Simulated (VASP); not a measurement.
# WS2 (P4/mmm) in VASP: a series of runs

One crystal, WS2, is run at these levels: PBE; tasks: single point, relaxation of cell and atoms.

Program: VASP 6.6.1. These are calculated values, not measurements. Logs are shortened: lines on timing, memory, paths and dates and some standing lists are left out, and cuts for length are marked.

**1. The cell of the first run**

The structure is tetragonal, space group P4/mmm (No. 123). The conventional cell has a = 2.592 Å, b = 2.592 Å, c = 9.234 Å, α = 90.00°, β = 90.00°, γ = 90.00°. W (site symmetry 4/mmm) is surrounded by 2 S at 2.45 Å and 4 W at 2.59 Å. S (site symmetry 4mm) is surrounded by 1 W at 2.45 Å and 4 S at 2.59 Å.

The cell was built by a generator and needn't be a form met in nature.

**2. Single point, PBE (random cell by space group and Wyckoff sites (P4/mmm, No. 123))**

Input file INCAR:

```
PREC = Accurate
ENCUT = 520
EDIFF = 1E-7
ISMEAR = 0
SIGMA = 0.1
LREAL = F
LASPH = T
NELM = 60
ALGO = Fast
ISIF = 2
LWAVE = F
LCHARG = F
GGA = PE
NBANDS = 20
```

Input file KPOINTS:

```
Automatic mesh
0
Gamma
  18 18 6
```

Input file POSCAR:

```
WS2
1.0
    2.5917275494      0.0000000000      0.0000000000
    0.0000000000      2.5917275494      0.0000000000
    0.0000000000      0.0000000000      9.2341692315
W S
1 2
Direct
    0.5000000000      0.5000000000      0.5000000000
    0.5000000000      0.5000000000      0.7656605817
    0.5000000000      0.5000000000      0.2343394183
```

Potentials or basis: VASP PAW PBE potentials, release 64 (W_sv, S).

Command:

```console
> cat potpaw_PBE.64/W_sv/POTCAR potpaw_PBE.64/S/POTCAR > POTCAR
> mpirun -np 1 vasp_std > vasp.out
```

OUTCAR:

```text
PREC = Accurate
   ENCUT = 520
   EDIFF = 1E-7
   ISMEAR = 0
   LREAL = F
   LASPH = T
   NELM = 60
   ISIF = 2
   GGA = PE

 ion  position               nearest neighbor table
   1  0.500  0.500  0.500-   2 2.45   3 2.45
   2  0.500  0.500  0.766-   1 2.45
   3  0.500  0.500  0.234-   1 2.45

  LATTYP: Found a simple tetragonal cell.
 ALAT       =     2.5917275494
 C/A-ratio  =     3.5629397981

  Lattice vectors:

 A1 = (   2.5917275494,   0.0000000000,   0.0000000000)
 A2 = (   0.0000000000,   2.5917275494,   0.0000000000)
 A3 = (   0.0000000000,   0.0000000000,   9.2341692315)

Analysis of symmetry for initial positions (statically):
=====================================================================
 Subroutine PRICEL returns:
 Original cell was already a primitive cell.

 Routine SETGRP: Setting up the symmetry group for a
 simple tetragonal supercell.

 Subroutine GETGRP returns: Found 16 space group operations
 (whereof 16 operations were pure point group operations)
 out of a pool of 16 trial point group operations.

The static configuration has the point symmetry D_4h.

Analysis of symmetry for dynamics (positions and initial velocities):
=====================================================================
 Subroutine PRICEL returns:
 Original cell was already a primitive cell.

 Routine SETGRP: Setting up the symmetry group for a
 simple tetragonal supercell.

 Subroutine GETGRP returns: Found 16 space group operations
 (whereof 16 operations were pure point group operations)
 out of a pool of 16 trial point group operations.

The dynamic configuration has the point symmetry D_4h.

 Subroutine INISYM returns: Found 16 space group operations
 (whereof 16 operations are pure point group operations),
 and found     1 'primitive' translations

----------------------------------------------------------------------------------------

                                     Primitive cell

  volume of cell :      62.0264

  direct lattice vectors                    reciprocal lattice vectors
     2.591727549  0.000000000  0.000000000     0.385843026  0.000000000  0.000000000
     0.000000000  2.591727549  0.000000000     0.000000000  0.385843026  0.000000000
     0.000000000  0.000000000  9.234169231     0.000000000  0.000000000  0.108293445

  length of vectors
     2.591727549  2.591727549  9.234169231     0.385843026  0.385843026  0.108293445

  position of ions in fractional coordinates (direct lattice)
     0.500000000  0.500000000  0.500000000
     0.500000000  0.500000000  0.765660582
     0.500000000  0.500000000  0.234339418

  ion indices of the primitive-cell ions
   primitive index   ion index
                 1           1
                 2           2
                 3           3

----------------------------------------------------------------------------------------

 KPOINTS: Automatic mesh

Automatic generation of k-mesh.
 Grid dimensions read from file:
 generate k-points for:   18   18    6

 Generating k-lattice:

  Cartesian coordinates                     Fractional coordinates (reciprocal lattice)
     0.021435724  0.000000000  0.000000000     0.055555556  0.000000000  0.000000000
     0.000000000  0.021435724  0.000000000     0.000000000  0.055555556  0.000000000
     0.000000000  0.000000000  0.018048908     0.000000000  0.000000000  0.166666667

  Length of vectors
     0.021435724  0.021435724  0.018048908

  Shift w.r.t. Gamma in fractional coordinates (k-lattice)
     0.000000000  0.000000000  0.000000000

 Subroutine IBZKPT returns following result:
 ===========================================

 Found    220 irreducible k-points:

 Following reciprocal coordinates:
            Coordinates               Weight
  0.000000  0.000000  0.000000      1.000000
  0.055556  0.000000  0.000000      4.000000
  0.111111  0.000000  0.000000      4.000000
  0.166667  0.000000  0.000000      4.000000
  0.222222  0.000000  0.000000      4.000000
  0.277778  0.000000  0.000000      4.000000
[... 16 lines left out ...]
  0.277778  0.111111  0.000000      8.000000
  0.333333  0.111111  0.000000      8.000000
 [... further k-points ...]
   k-points           NKPTS =    220   k-points in BZ     NKDIM =    220   number of bands    NBANDS=     20
   number of dos      NEDOS =    301   number of ions     NIONS =      3
   total plane-waves  NPLWV =  28000
   dimension x,y,z NGX =    20 NGY =   20 NGZ =   70
   dimension x,y,z NGXF=    40 NGYF=   40 NGZF=  140
   ions per type =               1   2
   NGX,Y,Z   is equivalent  to a cutoff of  12.83, 12.83, 12.60 a.u.
   NGXF,Y,Z  is equivalent  to a cutoff of  25.66, 25.66, 25.20 a.u.
 SYSTEM =  unknown system
   PREC   = accura    normal or accurate (medium, high low for compatibility)
   ISTART =      0    job   : 0-new  1-cont  2-samecut
   ICHARG =      2    charge: 1-file 2-atom 10-const
   ISPIN  =      1    spin polarized calculation?
   LNONCOLLINEAR =      F non collinear calculations
[... 43 lines left out ...]

 number of electron      26.0000003 magnetization

 Free energy of the ion-electron system (eV)
  ---------------------------------------------------
  ext. energy  EPLUGINS =         0.00000000
  ---------------------------------------------------
  free energy    TOTEN  =       -19.57933681 eV

  energy without entropy =      -19.56656390  energy(sigma->0) =      -19.57295035

 E-fermi :   5.6195     XC(G=0): -10.0258

 val. band max:        5.6181769568   @ k =   0.1111   0.1111   0.0000
 cond. band min:       5.6211364694   @ k =   0.3333   0.2222   0.3333
 fundamental gap:      0.0029595126
 Fermi energy:         5.6194976514

 k-point     1 :       0.0000    0.0000    0.0000
  band No.  band energies     occupation
      1     -68.2578      2.00000
      2     -32.6536      2.00000
      3     -31.7343      2.00000
      4     -31.7343      2.00000
      5     -10.0478      2.00000
      6      -9.7440      2.00000
[... 12 lines left out ...]
     19      11.8120      0.00000
     20      13.6941      0.00000

 k-point     2 :       0.0556    0.0000    0.0000
  band No.  band energies     occupation
      1     -68.2544      2.00000
      2     -32.6485      2.00000
      3     -31.7815      2.00000
      4     -31.7304      2.00000
      5      -9.9936      2.00000
      6      -9.6909      2.00000
[... 12 lines left out ...]
     19      12.1243      0.00000
     20      13.7051      0.00000

 k-point     3 :       0.1111    0.0000    0.0000
  band No.  band energies     occupation
      1     -68.2444      2.00000
      2     -32.6339      2.00000
      3     -31.9158      2.00000
      4     -31.7191      2.00000
      5      -9.8325      2.00000
      6      -9.5331      2.00000
[... 12 lines left out ...]
     19      12.7833      0.00000
     20      13.7720      0.00000

 k-point     4 :       0.1667    0.0000    0.0000
  band No.  band energies     occupation
      1     -68.2290      2.00000
      2     -32.6114      2.00000
      3     -32.1174      2.00000
      4     -31.7018      2.00000
      5      -9.5698      2.00000
      6      -9.2747      2.00000
[... 12 lines left out ...]
     19      13.5105      0.00000
     20      13.8228      0.00000

 k-point     5 :       0.2222    0.0000    0.0000
  band No.  band energies     occupation
      1     -68.2101      2.00000
      2     -32.5836      2.00000
      3     -32.3582      2.00000
      4     -31.6804      2.00000
      5      -9.2150      2.00000
      6      -8.9240      2.00000
[... 12 lines left out ...]
     19      13.6731      0.00000
     20      14.2226      0.00000
[... 353 lines left out ...]
      6      -9.0642      2.00000
[... 12 lines left out ...]
     19      13.9963      0.00000
     20      14.3506      0.00000

 k-point    22 :       0.2222    0.1111    0.0000
  band No.  band energies     occupation
      1     -68.1968      2.00000
      2     -32.5645      2.00000
      3     -32.3400      2.00000
      4     -31.8580      2.00000
      5      -9.0011      2.00000
      6      -8.7136      2.00000
[... 12 lines left out ...]
     19      13.8890      0.00000
     20      15.0288      0.00000

 k-point    23 :       0.2778    0.1111    0.0000
  band No.  band energies     occupation
      1     -68.1767      2.00000
      2     -32.5876      2.00000
      3     -32.5351      2.00000
      4     -31.8338      2.00000
      5      -8.5720      2.00000
      6      -8.2857      2.00000
[... 12 lines left out ...]
     19      13.3713      0.00000
     20      15.6808      0.00000

 k-point    24 :       0.3333    0.1111    0.0000
  band No.  band energies     occupation
      1     -68.1578      2.00000
      2     -32.8139      2.00000
      3     -32.5072      2.00000
      4     -31.8108      2.00000
      5      -8.0983      2.00000
      6      -7.8083      2.00000
[... 12 lines left out ...]
     19      12.6965      0.00000
     20      15.2622      0.00000

 [... further k-points ...]

------------------------ aborting loop because EDIFF is reached ----------------------------------------

  FORCE on cell =-STRESS in cart. coord.  units (eV):
  Direction    XX          YY          ZZ          XY          YZ          ZX
  --------------------------------------------------------------------------------------
  -------------------------------------------------------------------------------------
  Total        0.0508601      0.0508601     -0.0143356      0.0000000     -0.0000000      0.0000000
  in kB        1.3137462      1.3137462     -0.3702966      0.0000000     -0.0000000      0.0000000
  external PRESSURE =       0.7523986 kB  Pullay stress =       0.0000000 kB

 VOLUME and BASIS-vectors are now :
 -----------------------------------------------------------------------------
  energy-cutoff  :      520.00
  volume of cell :       62.03
      direct lattice vectors                 reciprocal lattice vectors
     2.591727549  0.000000000  0.000000000     0.385843026  0.000000000  0.000000000
     0.000000000  2.591727549  0.000000000     0.000000000  0.385843026  0.000000000
     0.000000000  0.000000000  9.234169231     0.000000000  0.000000000  0.108293445

 POSITION                                       TOTAL-FORCE (eV/Angst)
 -----------------------------------------------------------------------------------
      1.29586      1.29586      4.61708         0.000000      0.000000      0.000000
      1.29586      1.29586      7.07024         0.000000      0.000000      0.003561
      1.29586      1.29586      2.16393        -0.000000      0.000000     -0.003561
 -----------------------------------------------------------------------------------
    total drift:                                0.000000      0.000000      0.000000

  FREE ENERGIE OF THE ION-ELECTRON SYSTEM (eV)
  ---------------------------------------------------
  free  energy   TOTEN  =       -19.5793368073 eV

  energy  without entropy=      -19.5665638963  energy(sigma->0) =      -19.57295035
```

Wall time 2 min (1 thread of Intel Xeon 6975P-C (Granite Rapids), shared host); peak memory 0.36 GiB.

What came out:

```yaml
Free_energy: -19.5793 eV
Pressure: 0.1 GPa
Largest_force: 0.004 eV/Å
Band_gap_on_the_k_mesh: none (metal or under the smearing width)
```

Forces on the atoms (eV/Å):
```
W    0.000  0.000  0.000
S    0.000  0.000  0.004
S    0.000  0.000 -0.004
```

Caveat: this functional lacks dispersion, which binds the layers, so the pressure and a relaxed spacing across them are unreliable.

**3. Relaxation of cell and atoms, PBE (random cell by space group and Wyckoff sites (P4/mmm, No. 123))**

Input file INCAR:

```
SYSTEM = WS2
  PREC = Accurate
  ENCUT = 600
  EDIFF = 1E-7
  ISMEAR = 0
  SIGMA = 0.1
  LREAL = .False.
  LASPH = .True.
  NELM = 60
  ALGO = Fast
  ISIF = 3
  LWAVE = .False.
  LCHARG = .False.
  GGA = PE
  IBRION = 2
  NSW = 90
  EDIFFG = -0.04
```

Input file KPOINTS:

```
regular mesh
0
Gamma
  6 6 2
  0 0 0
```

Input file POSCAR:

```
WS2
1.0
    3.4062151400      0.0000000000      0.0000000000
    0.0000000000      3.4062151400      0.0000000000
    0.0000000000      0.0000000000     10.7572837200
W S
1 2
Direct
    0.5000000000      0.5000000000      0.5000000000
    0.5000000000      0.5000000000      0.9155235500
    0.5000000000      0.5000000000      0.0844764500
```

Potentials or basis: VASP PAW PBE potentials, release 64 (W_sv, S).

Command:

```console
> cat potpaw_PBE.64/W_sv/POTCAR potpaw_PBE.64/S/POTCAR > POTCAR
> mpirun -np 1 vasp_std > vasp.out
```

Run time: 32 min. Hardware: 1 thread of AMD EPYC 9R45 (Zen 5), shared host; peak memory 0.28 GiB.

The run converged. Its results:

```yaml
Free_energy: -19.4737 eV
Relaxed_volume: 20.39 Å³/atom
Relaxed_cell: a = 2.603 Å, b = 2.603 Å, c = 9.027 Å, α = 90.00°, β = 90.00°, γ = 90.00°
Space_group_after_relaxing_to_0.05_Å: P4/mmm (No. 123)
Energy_gained_by_relaxing: 2041.8 meV/atom
Ionic_steps: 71
Pressure_after_relaxing: 0.0 GPa
Largest_force_after_relaxing: 0.033 eV/Å
Band_gap_on_the_k_mesh: none (metal or under the smearing width)
```

Forces on the atoms (eV/Å):
```
W    0.000  0.000  0.000
S    0.000  0.000 -0.033
S    0.000  0.000  0.033
```

Stress tensor (GPa, compression positive):
```
 0.08  0.00  0.00
 0.00  0.08  0.00
 0.00  0.00 -0.20
```

Step by step:
```tsv
step	energy change (eV)	largest force (eV/Å)	pressure (GPa)	volume (Å³)
1	0.0000	2.7735	-6.49	124.81
3	-2.8925	0.7029	-3.69	78.71
5	-3.1760	0.4082	3.20	70.95
7	-3.3273	0.8428	-0.82	72.70
9	-3.6816	0.9506	-0.69	71.26
11	-3.7095	0.4964	0.26	68.69
13	-3.4570	0.1331	12.82	57.72
15	-3.7346	0.9912	3.22	64.41
17	-3.7423	0.5547	3.59	63.53
19	-3.7705	0.3330	2.20	63.82
21	-3.8120	0.4365	-3.25	65.13
23	-3.8306	0.1500	-2.57	64.60
25	-3.8759	0.8536	-2.55	61.86
27	-3.9814	1.6159	-1.31	58.38
29	-3.9462	3.2197	32.58	43.39
31	-4.3097	4.0803	17.11	46.70
33	-4.3216	3.9061	18.59	46.20
35	-4.3210	3.8366	19.19	46.01
37	-4.3629	3.7551	18.46	46.14
39	-4.5430	3.6786	15.05	46.72
41	-5.0979	2.4564	4.69	49.11
43	-5.4071	1.1991	-5.37	53.26
45	-5.5042	1.6591	-10.63	58.45
47	-5.9075	0.1802	0.57	54.88
49	-5.9828	0.0898	2.36	54.48
51	-6.0660	0.0401	3.40	54.52
53	-6.0831	0.3065	-0.19	56.17
55	-6.0911	0.1540	-0.28	56.64
57	-6.0974	0.0092	1.38	56.42
59	-6.1029	0.0504	1.06	56.82
61	-6.1092	0.2546	-0.18	58.63
63	-6.1128	0.1999	-0.01	58.44
65	-6.1220	0.0208	-0.97	61.29
67	-6.1242	0.0149	-0.12	60.76
69	-6.1251	0.0034	0.32	60.92
71	-6.1254	0.0326	-0.02	61.17
```

Final structure:
```yaml
crystal:
  lattice:
    - [2.60301, 0.00000, 0.00000]
    - [0.00000, 2.60301, 0.00000]
    - [0.00000, 0.00000, 9.02734]
  atoms:
    - { symbol: W, position: [0.50000, 0.50000, 0.50000] }
    - { symbol: S, position: [0.50000, 0.50000, 0.76838] }
    - { symbol: S, position: [0.50000, 0.50000, 0.23162] }
```

Levels at points of the mesh, in eV from the Fermi level:
```csv
k point,band 11,band 12,band 13,band 14,band 15,band 16
"(0.00, 0.00, 0.00)",1.50,1.50,2.38,2.38,2.50,4.10
"(0.50, 0.00, 0.00)",-2.12,-2.07,1.69,1.72,2.64,3.79
"(0.50, 0.50, 0.00)",-4.51,-2.34,-0.61,-0.61,-0.21,4.51
"(0.00, 0.00, 0.50)",1.49,1.49,2.39,2.39,4.08,4.09
"(0.50, 0.00, 0.50)",-2.43,-2.12,1.72,1.82,2.63,3.80
"(0.50, 0.50, 0.50)",-4.48,-2.20,-0.64,-0.64,-0.43,3.93
```

Caveat: the volume moved by over 15 % at a fixed basis, so the end points are rough; this functional lacks dispersion, which binds the layers, so the pressure and a relaxed spacing across them are unreliable. The run has no spin-orbit coupling, so splittings on W are missing.

**4. Single point, PBE (random cell by space group and Wyckoff sites (P4/mmm, No. 123))**

Input file INCAR:

```
  ALGO = Normal
  EDIFF = 1E-6
  ENCUT = 520
  GGA = PE
  ISIF = 2
  ISMEAR = 0
  LASPH = True
  LCHARG = False
  LREAL = False
  LWAVE = False
  NBANDS = 20
  NELM = 100
  PREC = Accurate
  SIGMA = 0.1
```

Input file KPOINTS:

```
k-points
0
Gamma
  6 6 2
```

Input file POSCAR:

```
WS2
1.0
    2.6018176784      0.0000000000      0.0000000000
    0.0000000000      2.6018176784      0.0000000000
    0.0000000000      0.0000000000      9.2367743095
W S
1 2
Direct
    0.5000000000      0.5000000000      0.5000000000
    0.5000000000      0.5000000000      0.7618805121
    0.5000000000      0.5000000000      0.2381194879
```

Command:

```console
> cat potpaw_PBE.64/W_sv/POTCAR potpaw_PBE.64/S/POTCAR > POTCAR
> mpirun -np 1 vasp_std > vasp.out
```

Wall time 13 s (1 thread of AMD EPYC 9R45 (Zen 5), shared host); peak memory 0.15 GiB.

Results (log left out):

* Free energy: -19.4717 eV
* Pressure: 0.2 GPa
* Largest force: 0.017 eV/Å
* Band gap on the k mesh: none (metal or under the smearing width)

Forces on the atoms (eV/Å):
```
W    0.000  0.000  0.000
S    0.000  0.000  0.017
S    0.000  0.000 -0.017
```

Levels at points of the mesh, in eV from the Fermi level:
| k point | band 11 | band 12 | band 13 | band 14 | band 15 | band 16 |
| --- | --- | --- | --- | --- | --- | --- |
| (0.00, 0.00, 0.00) | 1.50 | 1.50 | 2.39 | 2.39 | 2.53 | 4.12 |
| (0.50, 0.00, 0.00) | -2.16 | -2.07 | 1.72 | 1.73 | 2.64 | 3.80 |
| (0.50, 0.50, 0.00) | -4.51 | -2.32 | -0.61 | -0.61 | -0.24 | 4.00 |
| (0.00, 0.00, 0.50) | 1.49 | 1.49 | 2.40 | 2.40 | 3.97 | 4.11 |
| (0.50, 0.00, 0.50) | -2.38 | -2.11 | 1.73 | 1.81 | 2.64 | 3.80 |
| (0.50, 0.50, 0.50) | -4.49 | -2.23 | -0.63 | -0.63 | -0.39 | 3.94 |

Caveat: the k mesh is coarse (spacing up to 0.40 Å⁻¹), so the values aren't converged; this functional lacks dispersion, which binds the layers, so the pressure and a relaxed spacing across them are unreliable.

**5. Overview**

| task | cell | k mesh | cutoff (eV) | mesh quality | gap on the mesh (eV) | pressure (GPa) | largest force (eV/Å) |
| --- | --- | --- | --- | --- | --- | --- | --- |
| single point | random cell by space group and Wyckoff sites (P4/mmm, No. 123) | 18 × 18 × 6 | 520 | not flagged | none | 0.1 | - |
| relaxation of cell and atoms | relaxed from: random cell by space group and Wyckoff sites (P4/mmm, No. 123) | 6 × 6 × 2 | 600 | not flagged | none | 0.0 | 0.03 |
| single point | random cell by space group and Wyckoff sites (P4/mmm, No. 123) | 6 × 6 × 2 | 520 | coarse | none | 0.2 | 0.02 |

Alike in all rows: level PBE; potentials or basis VASP PAW PBE potentials, release 64 (W_sv, S); no spin polarisation; smearing gaussian 0.1 eV.

Caveats: some runs use coarse meshes; this functional lacks dispersion, which binds the layers, so the pressure and a relaxed spacing across them are unreliable; the volume moved by over 15 % at a fixed basis, so the end points are rough (some runs).

Total energies depend on the potentials used, so only differences within one code and one set of settings carry meaning.
